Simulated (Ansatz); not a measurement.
HfO2:

```
CELL_PARAMETERS angstrom
3.55802 0.00000 0.00000
0.00000 3.55802 0.00000
0.00000 0.00000 5.17186
ATOMIC_POSITIONS crystal
Hf 0.00000 0.00000 0.00000
Hf 0.50000 0.50000 0.50000
O 0.00000 0.50000 0.19721
O 0.50000 0.00000 0.30279
O 0.50000 0.00000 0.80279
O 0.00000 0.50000 0.69721
```

Measurements of this composition are mostly on another form, of space group No. 14.

Base run:

| Quantity | Value |
| --- | --- |
| Program | Ansatz 0.2.0 |
| Functional | PBE |
| Potentials or basis | Ansatz PAW |
| Cutoff | 420 eV |
| Density cutoff | 1680 eV |
| k mesh | 6 × 6 × 6 |
| Occupations | fixed |
| Spin | no spin polarisation |

Its results: band gap on the k mesh 4.77 eV, indirect (least direct gap 4.84 eV).

Task: The run is repeated on the same cell with these changes: functional from PBE to PBE0; k mesh from 6 × 6 × 6 to 6 × 6 × 4; potential files from those of the base run to others of the same set. What comes out?

Result: Band gap on the k mesh 7.18 eV, indirect (least direct gap 7.25 eV).

Several settings changed at once, so the effect can't be laid on one alone.

Caveats: spin-orbit coupling is left out, which moves the levels of the heavy elements.

Not every run made on this cell is shown here.
